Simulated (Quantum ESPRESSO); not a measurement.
Runs of Quantum ESPRESSO 7.5 on BN. The structure is hexagonal, space group P6_3/mmc (No. 194). The conventional cell has a = 2.498 Å, b = 2.498 Å, c = 6.636 Å, α = 90.00°, β = 90.00°, γ = 120.00°. N (site symmetry -6m2) has 3 B at 1.44 Å as nearest neighbours. B (site symmetry -6m2) is surrounded by 3 N at 1.44 Å. 

```csv
cell,k mesh,gap on the mesh (eV)
volume scaled by 1.04,6 × 6 × 2,(a)
volume scaled by 1.08,6 × 6 × 2,4.12
as given,3 × 3 × 2,4.62
as given,6 × 6 × 2,4.21
volume scaled by 0.88,6 × 6 × 2,4.33
volume scaled by 0.92,6 × 6 × 2,4.29
volume scaled by 0.96,6 × 6 × 2,(b)
```

Alike in all rows: task single point; level PBEsol; potentials or basis PseudoDojo 0.4.1 SR PBEsol standard; no spin polarisation; cutoff (eV) 1143; smearing fixed; the mesh is coarse, so values aren't converged.

Task: Estimate the missing entries.

Result: (a) 4.16; (b) 4.25.

Caveats: all runs use coarse meshes; an odd mesh through Γ misses points on the zone boundary, where band edges often lie (some runs).
